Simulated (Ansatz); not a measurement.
Here is the system:

CsCl:
```xyz
2
Lattice="4.1402 0.0000 0.0000 0.0000 4.1402 0.0000 0.0000 0.0000 4.1402" Properties=species:S:1:pos:R:3 pbc="T T T"
Cs     0.0000     0.0000     0.0000
Cl     2.0701     2.0701     2.0701
```

This is the r²SCAN-relaxed structure.

Question: All from DFT-r²SCAN in the program Ansatz with PAW potentials, unless another level is named. Estimate the HSE06 gap on the r²SCAN cell.

Answer: 6.53 eV.

Question: And the hole effective mass with spin–orbit coupling, band 1 of 2 at the edge?

Answer: 3.8 along [100], 3.3 along [110], 3.2 along [111] (mₑ).

Question: Next, the band gap?

Answer: 5.91 eV (direct).

Question: Next, the gap with spin–orbit coupling?

Answer: 5.85 eV.

Space group Pm-3m (CsCl type). The r²SCAN relaxation kept the symmetry of its start. Scalar-relativistic: spin–orbit coupling is off unless named, which matters more the heavier the elements.

Potentials: the earlier of the program's two PAW sets.
